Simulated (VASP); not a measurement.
# As (Pm-3m) in VASP: a series of runs, part 2 of 2

VASP 6.6.1. The steps go on from the part before.

## Step 5: Single point, PBEsol

INCAR reads:

```
PREC = Accurate ; ENCUT = 300
EDIFF = 1E-6 ; ISMEAR = 0
SIGMA = 0.05 ; LREAL = False
LASPH = True ; NELM = 100
ALGO = Normal ; ISIF = 2
LWAVE = False ; LCHARG = False
GGA = PS ; ADDGRID = False
```

KPOINTS reads:

```
regular mesh
0
Gamma
  7 7 7
```

POSCAR reads:

```
As
1.0
    2.7036817444      0.0000000000      0.0000000000
    0.0000000000      2.7036817444      0.0000000000
    0.0000000000      0.0000000000      2.7036817444
As
1
Direct
    0.5000000000      0.5000000000      0.5000000000
```

Potentials or basis: VASP PAW PBE potentials, release 64 (As).

Started as:

```sh
cat potpaw_PBE.64/As/POTCAR > POTCAR
mpirun -np 1 vasp_std > vasp.out
```

OUTCAR:

```text
PREC = Accurate
   ENCUT = 300
   EDIFF = 1E-6
   ISMEAR = 0
   LREAL = False
   LASPH = True
   NELM = 100
   ISIF = 2
   GGA = PS

 Found     20 irreducible k-points:

 Following reciprocal coordinates:
            Coordinates               Weight
  0.000000  0.000000  0.000000      1.000000
  0.142857  0.000000  0.000000      6.000000
  0.285714  0.000000  0.000000      6.000000
  0.428571  0.000000  0.000000      6.000000
  0.142857  0.142857  0.000000     12.000000
  0.285714  0.142857  0.000000     24.000000
   k-points           NKPTS =     20   k-points in BZ     NKDIM =     20   number of bands    NBANDS=      6
   number of dos      NEDOS =    301   number of ions     NIONS =      1
   total plane-waves  NPLWV =   4096
   dimension x,y,z NGX =    16 NGY =   16 NGZ =   16
   dimension x,y,z NGXF=    32 NGYF=   32 NGZF=   32
   ions per type =               1
   NGX,Y,Z   is equivalent  to a cutoff of   9.84,  9.84,  9.84 a.u.
   NGXF,Y,Z  is equivalent  to a cutoff of  19.68, 19.68, 19.68 a.u.
 SYSTEM =  unknown system
   PREC   = accura    normal or accurate (medium, high low for compatibility)
   ISTART =      0    job   : 0-new  1-cont  2-samecut
   ICHARG =      2    charge: 1-file 2-atom 10-const
   ISPIN  =      1    spin polarized calculation?
   LNONCOLLINEAR =      F non collinear calculations
   LSORBIT =      F    spin-orbit coupling
   LASPH  =      T    aspherical Exc in radial PAW
   ENCUT  =  300.0 eV  22.05 Ry    4.70 a.u.   3.82  3.82  3.82*2*pi/ulx,y,z
[... 50 lines left out ...]

 E-fermi :   5.7159     XC(G=0): -10.5557

 val. band max:        5.2620198548   @ k =   0.4286   0.2857   0.1429
 cond. band min:       5.7375211488   @ k =   0.4286   0.2857   0.2857
 fundamental gap:      0.4755012940
 Fermi energy:         5.7159424356

 k-point     1 :       0.0000    0.0000    0.0000
  band No.  band energies     occupation
      1      -9.1806      2.00000
      2       9.9586      0.00000
      3       9.9586      0.00000
      4       9.9586      0.00000
      5      14.3135      0.00000
      6      14.3135      0.00000
[... 37 lines left out ...]
 k-point     6 :       0.2857    0.1429    0.0000
  band No.  band energies     occupation
      1      -7.3596      2.00000
      2       2.7427      2.00000
      3       7.9131      0.00000
      4      11.4812      0.00000
      5      16.5496      0.00000
      6      18.3871      0.00000

 [... further k-points ...]
[... 5 lines left out ...]
  --------------------------------------------------------------------------------------
  -------------------------------------------------------------------------------------
  Total       -0.1158082     -0.1158082     -0.1158082     -0.0000000      0.0000000     -0.0000000
  in kB       -9.3882204     -9.3882204     -9.3882204     -0.0000000      0.0000000     -0.0000000
  external PRESSURE =      -9.3882204 kB  Pullay stress =       0.0000000 kB

 VOLUME and BASIS-vectors are now :
 -----------------------------------------------------------------------------
  energy-cutoff  :      300.00
  volume of cell :       19.76
      direct lattice vectors                 reciprocal lattice vectors
     2.703681744  0.000000000  0.000000000     0.369866018  0.000000000  0.000000000
     0.000000000  2.703681744  0.000000000     0.000000000  0.369866018  0.000000000
     0.000000000  0.000000000  2.703681744     0.000000000  0.000000000  0.369866018

 POSITION                                       TOTAL-FORCE (eV/Angst)
 -----------------------------------------------------------------------------------
      1.35184      1.35184      1.35184         0.000000      0.000000      0.000000
 -----------------------------------------------------------------------------------
    total drift:                                0.000000     -0.000000      0.000000

  FREE ENERGIE OF THE ION-ELECTRON SYSTEM (eV)
  ---------------------------------------------------
  free  energy   TOTEN  =        -5.0671553910 eV

  energy  without entropy=       -5.0655166864  energy(sigma->0) =       -5.06633604
```

It used 2.6 s of CPU time on 1 thread of AMD EPYC 7R13 Processor (Zen 3), on a shared host, which was overloaded at the time.

These settings aren't checked as converged: the numbers below hold their error.

What came out:

| Quantity | Value |
| --- | --- |
| Free energy | -5.0672 eV |
| Pressure | -0.9 GPa |
| Band gap on the k mesh | none (metal or under the smearing width) |

Caveat: the PAW data sets were made with another functional, which shifts forces and pressure a little.

## Step 6: Single point, PBEsol

Changes to INCAR since step 5:

```diff
@@ -1,2 +1,2 @@
-PREC = Accurate ; ENCUT = 300
+PREC = Accurate ; ENCUT = 600
 EDIFF = 1E-6 ; ISMEAR = 0
```

KPOINTS reads:

```
regular mesh
0
Gamma
  5 5 5
```

POSCAR is that of step 5.

Potentials or basis: VASP PAW PBE potentials, release 64 (As).

Started as:

```sh
cat potpaw_PBE.64/As/POTCAR > POTCAR
mpirun -np 1 vasp_std > vasp.out
```

OUTCAR:

```text
PREC = Accurate
   ENCUT = 600
   EDIFF = 1E-6
   ISMEAR = 0
   LREAL = False
   LASPH = True
   NELM = 100
   ISIF = 2
   GGA = PS

 Found     10 irreducible k-points:

 Following reciprocal coordinates:
            Coordinates               Weight
  0.000000  0.000000  0.000000      1.000000
  0.200000  0.000000  0.000000      6.000000
  0.400000  0.000000  0.000000      6.000000
  0.200000  0.200000  0.000000     12.000000
  0.400000  0.200000  0.000000     24.000000
  0.400000  0.400000  0.000000     12.000000
   k-points           NKPTS =     10   k-points in BZ     NKDIM =     10   number of bands    NBANDS=      6
   number of dos      NEDOS =    301   number of ions     NIONS =      1
   total plane-waves  NPLWV =  13824
   dimension x,y,z NGX =    24 NGY =   24 NGZ =   24
   dimension x,y,z NGXF=    48 NGYF=   48 NGZF=   48
   ions per type =               1
   NGX,Y,Z   is equivalent  to a cutoff of  14.76, 14.76, 14.76 a.u.
   NGXF,Y,Z  is equivalent  to a cutoff of  29.51, 29.51, 29.51 a.u.
 SYSTEM =  unknown system
   PREC   = accura    normal or accurate (medium, high low for compatibility)
   ISTART =      0    job   : 0-new  1-cont  2-samecut
   ICHARG =      2    charge: 1-file 2-atom 10-const
   ISPIN  =      1    spin polarized calculation?
   LNONCOLLINEAR =      F non collinear calculations
   LSORBIT =      F    spin-orbit coupling
   LASPH  =      T    aspherical Exc in radial PAW
   ENCUT  =  600.0 eV  44.10 Ry    6.64 a.u.   5.40  5.40  5.40*2*pi/ulx,y,z
[... 50 lines left out ...]

 E-fermi :   5.8856     XC(G=0): -10.5645

 val. band max:        5.7680169772   @ k =   0.2000   0.2000   0.0000
 cond. band min:       5.8883432161   @ k =   0.2000   0.2000   0.2000
 fundamental gap:      0.1203262389
 Fermi energy:         5.8856003127

 k-point     1 :       0.0000    0.0000    0.0000
  band No.  band energies     occupation
      1      -9.1945      2.00000
      2       9.9447      0.00000
      3       9.9447      0.00000
      4       9.9447      0.00000
      5      14.3024      0.00000
      6      14.3024      0.00000
[... 37 lines left out ...]
 k-point     6 :       0.4000    0.4000    0.0000
  band No.  band energies     occupation
      1      -3.9745      2.00000
      2       1.9493      2.00000
      3       2.2902      2.00000
      4       9.8222      0.00000
      5      13.8360      0.00000
      6      20.5558      0.00000

 [... further k-points ...]
[... 5 lines left out ...]
  --------------------------------------------------------------------------------------
  -------------------------------------------------------------------------------------
  Total       -0.0206742     -0.0206742     -0.0206742     -0.0000000     -0.0000000      0.0000000
  in kB       -1.6759952     -1.6759952     -1.6759952     -0.0000000     -0.0000000      0.0000000
  external PRESSURE =      -1.6759952 kB  Pullay stress =       0.0000000 kB

 VOLUME and BASIS-vectors are now :
 -----------------------------------------------------------------------------
  energy-cutoff  :      600.00
  volume of cell :       19.76
      direct lattice vectors                 reciprocal lattice vectors
     2.703681744  0.000000000  0.000000000     0.369866018  0.000000000  0.000000000
     0.000000000  2.703681744  0.000000000     0.000000000  0.369866018  0.000000000
     0.000000000  0.000000000  2.703681744     0.000000000  0.000000000  0.369866018

 POSITION                                       TOTAL-FORCE (eV/Angst)
 -----------------------------------------------------------------------------------
      1.35184      1.35184      1.35184         0.000000      0.000000      0.000000
 -----------------------------------------------------------------------------------
    total drift:                                0.000000     -0.000000     -0.000000

  FREE ENERGIE OF THE ION-ELECTRON SYSTEM (eV)
  ---------------------------------------------------
  free  energy   TOTEN  =        -4.9069385133 eV

  energy  without entropy=       -4.9033278133  energy(sigma->0) =       -4.90513316
```

OSZICAR:

```text
N       E                     dE             d eps       ncg     rms          rms(c)
DAV:   1     0.110167118815E+02    0.11017E+02   -0.19306E+03   120   0.648E+02
DAV:   2    -0.466770936707E+01   -0.15684E+02   -0.14748E+02   162   0.807E+01
DAV:   3    -0.490968409346E+01   -0.24197E+00   -0.23894E+00   162   0.148E+01
DAV:   4    -0.490998391374E+01   -0.29982E-03   -0.29981E-03   144   0.604E-01
DAV:   5    -0.490998446504E+01   -0.55130E-06   -0.55118E-06   156   0.208E-02    0.217E+00
DAV:   6    -0.490808084051E+01    0.19036E-02   -0.32619E-04   156   0.177E-01    0.128E+00
DAV:   7    -0.490692912274E+01    0.11517E-02   -0.84731E-04   126   0.278E-01    0.584E-02
DAV:   8    -0.490693812823E+01   -0.90055E-05   -0.23892E-05   138   0.469E-02    0.414E-03
DAV:   9    -0.490693851328E+01   -0.38505E-06   -0.36688E-07   120   0.604E-03
   1 F= -.49069385E+01 E0= -.49051332E+01  d E =-.361070E-02
```

It used 1.9 s of CPU time on 1 thread of AMD EPYC 7R13 Processor (Zen 3) (shared host), which was overloaded at the time.

These settings aren't checked as converged: the numbers below hold their error.

What came out:

* Free energy: -4.9069 eV
* Pressure: -0.2 GPa
* Band gap on the k mesh: none (metal or under the smearing width)

Caveat: the k mesh is coarse (spacing up to 0.46 Å⁻¹), so the values aren't converged; the PAW data sets were made with another functional, which shifts forces and pressure a little.

## Step 7: The reference run

An earlier run on the cell as given: functional PBE; potentials or basis VASP PAW PBE potentials, release 64 (As); cutoff 520 eV; k mesh 10 × 10 × 10; occupations fermi-dirac, width 0.05 eV; no spin polarisation.

- Pressure: 2.4 GPa
- Band gap on the k mesh: none (metal or under the smearing width)
